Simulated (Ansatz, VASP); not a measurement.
# Cross-check of AlAs between VASP and Ansatz, part 2 of 2

One calculation is typed for both programs; each brings its own data sets and cutoff. How far apart do they land?

VASP 6.6.1 and Ansatz 0.2.0.

So far: The structure; VASP: G0W0 gap, PBE.

## Step 3: Ansatz: G0W0 gap, PBE

Level of this step: Ansatz beside VASP: Kohn-Sham DFT, plane waves, PBE, G0W0 (Ansatz).

Ansatz runs on its default PAW (the set named soft_2) files.

The same cell, functional and mesh now go to Ansatz, which takes its cutoff from its data sets.

Input file input.yaml:

```yaml
crystal:
  lattice:
    - [0.0, 2.8304, 2.8304]
    - [2.8304, 0.0, 2.8304]
    - [2.8304, 2.8304, 0.0]
  atoms:
    - { symbol: Al, position: [0.0, 0.0, 0.0] }
    - { symbol: As, position: [0.25, 0.25, 0.25] }
hamiltonian:
  xc: pbe
  pseudopotentials: { kind: paw }
kpoints:
  mp_grid: { grid: [6, 6, 6] }
scf:
  occupations: { method: fixed }
gw:
  n_empty_bands: 340
  ecut_chi: 220.0
  qp_bands: [v2, c2]
  qp_kpoints: band_edges
  screening: { model: contour_deformation }
```

Launch:

```sh
ansatz run input.yaml --threads 4 --pin off --max-ram 9216MiB --backend cpu --events-out ev --progress --plain --runs-dir out
```

Numbers of over 12 decimals in the logs are rounded to 6 here.

The log of the run:

```text
Engine: ansatz 0.2.0, aarch64-unknown-linux-gnu
Pseudopotentials: kind: paw
Pseudopotential: Al, paw, valence charge 3, recommended cutoff 420 eV (normal), Al.paw.azcp
Pseudopotential: As, paw, valence charge 15, recommended cutoff 420 eV (normal), As.paw.azcp
Functional definition: PBE
  parameter kappa = 0.804
  parameter beta = 0.066725
  exchange = pbe_x(kappa = kappa, mu = beta*pi^2/3)
  correlation = pbe_c(beta = beta)
Crystal: 2 atoms, lattice volume = 45.350 Å³
Basis set: ecut = 420 eV, 893 PW (Γ)
Bands: 13, of which v1, the nominal top of the filled ones, is band 9 counted from 1 (8 counted from 0)
Symmetry: 24 space group operations
Space group: F-43m (ITA 216), of the structure as read, at distance tolerance 3.6e-5 Å
k-points: 16 of 216 (time reversal used)
Non-local potential: Al, projectors of the file, l = 0: 2, l = 1: 2, l = 2: 1
Non-local potential: As, projectors of the file, l = 0: 2, l = 1: 2, l = 2: 3, l = 3: 1
PAW form: soft (Blöchl's): semilocal exchange-correlation on the pseudo side does not see the compensation charge
PAW one-centre angular grid: Al, 110 points (default); XC on 64 Gauss nodes
PAW one-centre angular grid: As, 590 points (default); XC on 64 Gauss nodes
Initial density: superposition of atomic densities (neutral atoms: chi_scale 0, normalization atom), corrected by the library's trained network
Initial wavefunctions: pseudopotential atomic-orbital guess
Functional: x = pbe(κ = 0.804, μ = 0.219515), c = pbe(β = 0.066725)
SCF iter   1: F=—  HF=-5394.591881 eV  |F-HF|=—  |Δ(HF+E_count)|=         —  Δρ=1.42e-3  dr2=1.65e-3  ethr=1.77e-3  ⟨swp⟩=4.6  Hψ=1068  notcnv=0  defer=27
preconditioner: auto → none  [insulator: Δε(μ)=1.420 eV  Ē_g=9.905 eV  n_scr=14 (ndim 8)  ℏωp=15.6 eV  f_vac=0.006  ε∞_Penn≈3.5]
SCF iter   2: F=—  HF=-5394.591187 eV  |F-HF|=—  |Δ(HF+E_count)|=   6.94e-4  Δρ=4.38e-4  dr2=8.07e-5  ethr=9.14e-6  ⟨swp⟩=2.1  Hψ=409  notcnv=0  defer=27
SCF iter   3: F=—  HF=-5394.591226 eV  |F-HF|=—  |Δ(HF+E_count)|=   3.85e-5  Δρ=1.75e-4  dr2=8.73e-6  ethr=4.48e-7  ⟨swp⟩=2.1  Hψ=267  notcnv=0  defer=17
SCF iter   4: F=—  HF=-5394.591236 eV  |F-HF|=—  |Δ(HF+E_count)|=   9.87e-6  Δρ=2.26e-5  dr2=2.21e-7  ethr=4.85e-8  ⟨swp⟩=3.0  Hψ=352  notcnv=0  defer=30
iter 5 did not close the SCF: its close was put off for the readings that it lacked (scf_convergence_deferred on its scf_iter line)
SCF iter   5: F=-5394.591236 eV  HF=-5394.591236 eV  |F-HF|=2.35e-8  |Δ(HF+E_count)|=   1.29e-7  Δρ=9.63e-6  dr2=2.31e-8  ethr=1.23e-9  ⟨swp⟩=2.0  Hψ=352  notcnv=0  defer=32
SCF iter   6: F=-5394.591236 eV  HF=-5394.591236 eV  |F-HF|=5.58e-10  |Δ(HF+E_count)|=   2.94e-8  Δρ=1.25e-6  dr2=4.92e-10  ethr=1.28e-10  ⟨swp⟩=3.7  Hψ=932  notcnv=0
SCF 1 converged in 6 iterations: F = -5394.591236 eV  dr2 = 4.92e-10
  greatest PAW one-centre occupation: 0.999 electrons in one spin orbital (limit 2), on the As atom at site 1 (counted from 0), in its partial waves of l = 2
NSCF: frozen V_eff on 16 k-points
G₀W₀ screening: q 1/16
G₀W₀ screening: q 2/16 (q-point 6)
G₀W₀ screening: q 3/16 (q-point 7)
G₀W₀ screening: q 4/16 (q-point 8)
G₀W₀ screening: q 5/16 (q-point 11)
G₀W₀ screening: q 6/16 (q-point 14)
G₀W₀ screening: q 7/16 (q-point 15)
G₀W₀ screening: q 8/16 (q-point 9)
G₀W₀ screening: q 9/16 (q-point 12)
G₀W₀ screening: q 10/16 (q-point 16)
G₀W₀ screening: q 11/16 (q-point 2)
G₀W₀ screening: q 12/16 (q-point 3)
G₀W₀ screening: q 13/16 (q-point 5)
G₀W₀ screening: q 14/16 (q-point 10)
G₀W₀ screening: q 15/16 (q-point 4)
G₀W₀ screening: q 16/16 (q-point 13)
G₀W₀ self-energy: k 1/9
G₀W₀ self-energy: k 2/9
G₀W₀ self-energy: k 3/9
G₀W₀ self-energy: k 4/9
G₀W₀ self-energy: k 5/9
G₀W₀ self-energy: k 6/9
G₀W₀ self-energy: k 7/9
G₀W₀ self-energy: k 8/9
G₀W₀ self-energy: k 9/9
NSCF: frozen V_eff on 1 k-points
NSCF: frozen V_eff on 1 k-points
SCF converged after 6 iterations
Free energy (F): -5394.591236 eV
Harris-Foulkes:  -5394.591236 eV  (|F-HF|=5.58e-10)
Internal energy: -5394.591236 eV  (E = F + TS)
E sigma→0 (E₀):  -5394.591236 eV
Fermi energy:    6.372202 eV
--- Per-component energies (eV) ---
  E_band       = -266.154100
  E_kinetic    = 126.864606
  E_local      = -2113.773741  (includes V_loc(G=0)·N_el)
  E_nonlocal   = -659.943125
  E_hartree    = 1130.806094
  E_xc         = -119.120821
  E_vxc        = -108.470842  (∫ρ·V_xc dr)
  E_paw        = -2303.088195  (= ΣΔE_a)
  E_vpaw       = 227.557432  (= ΣTr[D̂ρ^β])
  E_aug_tail   = 0.000006  (compensation charges beyond the density's cutoff)
  E_ewald      = -1456.336059
  E_smearing   = -0.000000  (= −TS)
  E_closure    = -0.000000  (closes the sum)
  Σ components = -5394.591236   (vs F -5394.591236, Δ=0.00e0)
--- Band table (eV; the first three rows and the last of 16) ---
  k-point 0: bands = [... 5 lower, -5.4914, 6.3722, 6.3722, 6.3722, 8.4254, 10.6720, 10.6720, 10.6720]
  k-point 1: bands = [... 5 lower, -5.2235, 4.2796, 6.1104, 6.1104, 9.2010, 11.1072, 11.1072, 11.5720]
  k-point 2: bands = [... 5 lower, -4.5460, 1.8879, 5.7115, 5.7115, 8.7459, 11.2432, 11.2432, 13.8753]
  k-point 15: bands = [... 5 lower, -3.5024, 1.1889, 3.4440, 3.6916, 9.5472, 10.4938, 13.5009, 14.2103]
--- G₀W₀: contour deformation, 7 samples at zero and on the imaginary axis and 2 off it, 216 q-points, 340 empty bands' worth ---
  eigenvalues of the whole cell's RPA ε∞ on this k-mesh (on a slab, of 1 + 4πα/V) = 10.1382, 10.1382, 10.1382; static W/v taken at q = 0 is 0.098637
  bands read: the sum over 349 bands ends inside a degenerate multiplet in 2 slots, whose members it reads at an even weight; the widest, k=0: bands 348 to 350 (counted from 1) at 2/3 each
  gw.qp_kpoints: band_edges: 9 of 16 stored k-points solved, in 1 pass; an edge of the gap read off the rows below is read off those points alone
    valence top: of the k-points left out ik 7 came nearest to being solved in a further pass, in band 9 (counted from 1, as in the quasiparticle table): it holds the edge there only if its correction is more favourable than any solved in that band by at least 0.877 eV; those differ by 0.052 eV
    conduction bottom: of the k-points left out ik 10 came nearest to being solved in a further pass, in band 10 (counted from 1, as in the quasiparticle table): it holds the edge there only if its correction is more favourable than any solved in that band by at least 0.657 eV; those differ by 0.263 eV
    ik  band        ε_KS         Σx   Σc(E_QP)       V_xc       Z   E_QP_lin       E_QP  E_QP is
     0     8      6.3722   -15.7632     1.0351   -13.9412  0.7697     5.5781     5.5854  root
     0     9      6.3722   -15.7632     1.0351   -13.9412  0.7697     5.5781     5.5854  root
     0    10      8.4254    -9.5860    -4.0170   -13.8124  0.7828     8.6353     8.6348  root
     0    11     10.6720    -6.6750    -4.3777   -11.2059  0.7639    10.8256    10.8253  root
     1     8      6.1104   -15.6548     1.1145   -13.7518  0.7675     5.3143     5.3220  root
     1     9      6.1104   -15.6548     1.1145   -13.7518  0.7675     5.3143     5.3220  root
     1    10      9.2010    -8.4708    -4.0729   -12.7139  0.7777     9.3715     9.3712  root
     1    11     11.1072    -6.6586    -4.5268   -11.3338  0.7578    11.2560    11.2556  root
     2     8      5.7115   -15.6512     1.2831   -13.5665  0.7637     4.9012     4.9098  root
     2     9      5.7115   -15.6512     1.2831   -13.5665  0.7637     4.9012     4.9098  root
     2    10      8.7459    -7.9660    -3.9289   -12.0343  0.7812     8.8857     8.8854  root
     2    11     11.2432    -6.0554    -4.5403   -10.7162  0.7596    11.3639    11.3637  root
     3     8      5.5503   -15.6846     1.3573   -13.5185  0.7621     4.7324     4.7415  root
     3     9      5.5503   -15.6846     1.3573   -13.5185  0.7621     4.7324     4.7415  root
     3    10      8.5190    -7.9967    -3.8622   -11.9886  0.7826     8.6489     8.6486  root
     3    11     11.0608    -5.8002    -4.4617   -10.3676  0.7635    11.1667    11.1665  root
     4     8      5.5917   -15.3632     1.2867   -13.2798  0.7631     4.7864     4.7951  root
     4     9      5.5917   -15.3632     1.2867   -13.2798  0.7631     4.7864     4.7951  root
     4    10      9.6688    -6.4453    -4.0824   -10.6174  0.7751     9.7585     9.7583  root
     4    11     10.3085    -9.0606    -4.3118   -13.5280  0.7688    10.4644    10.4640  root
     6     8      4.2665   -15.0857     1.7386   -12.5554  0.7479     3.4628     3.4748  root
     6     9      5.1133   -15.4641     1.5093   -13.1385  0.7578     4.2868     4.2970  root
     6    10      9.3446    -6.9013    -4.0144   -10.9872  0.7789     9.4162     9.4161  root
     6    11     11.1600    -6.7920    -4.4961   -11.3724  0.7607    11.2444    11.2443  root
[...]
9     8      4.5860   -15.3279     1.7334   -12.7656  0.7511     3.7450     3.7572  root
     9     9      4.5860   -15.3279     1.7334   -12.7656  0.7511     3.7450     3.7572  root
     9    10      8.3726    -5.9478    -3.7612    -9.7047  0.7852     8.3683     8.3683  root
     9    11      9.3782    -6.2676    -3.9767   -10.2888  0.7822     9.4227     9.4227  root
    12     8      4.2052   -15.3641     1.9067   -12.6185  0.7456     3.3527     3.3664  root
    12     9      4.2052   -15.3641     1.9067   -12.6185  0.7456     3.3527     3.3664  root
    12    10      7.8138    -5.5152    -3.6619    -9.1237  0.7894     7.7603     7.7603  root
    12    11      8.6734    -6.5288    -3.7490   -10.3146  0.7859     8.7102     8.7101  root
```

The job ended after 5.5 min (4 threads of Arm Neoverse V2, shared host; peak memory 0.84 GiB).

## Step 4: Differences

Known differences besides the potentials themselves: the two programs' PAW sets differ in cores and partial waves; the data sets hold 18 valence electrons in Ansatz (default PAW (the set named soft_2) files) and 8 in VASP; the cutoff is 420 eV in Ansatz and 300 eV in VASP; VASP leaves aspherical gradient terms in its spheres out (LASPH is not set), Ansatz keeps them; Ansatz integrates over frequency by contour deformation, VASP on a grid of NOMEGA points. Total energies have different zeros and are not compared.

Compared:

```tsv
quantity	Ansatz	VASP	difference
G0W0 gap on the mesh (eV)	2.18	2.12	+0.07
PBE gap under it (eV)	1.44	1.43	+0.01
```

## Step 5: Outcome

```yaml
difference_in_g0w0_gap_on_the_mesh_g0w0_gap_pbe: 0.067 eV
```

The difference in G0W0 gap on the mesh is 0.067 eV (G0W0 gap, PBE), within the 0.15 eV picked in this series as the mark of a large difference. Such differences can come from data sets, numerical settings and the points named under the comparisons, not from the functional's error against experiment.

[Lines on the potential files, build, host, timing and source positions are cut from VASP's logs without a mark.]

[Logs are printed without paths, hosts, clocks, repeated set-up lines and the standing remarks that a program may print on its own settings, such as how far it seeks lower states.]

[Hosts, paths, dates, database ids (printed as entryN), source tags and the programs' standing remarks are cut or masked in the printed files.]
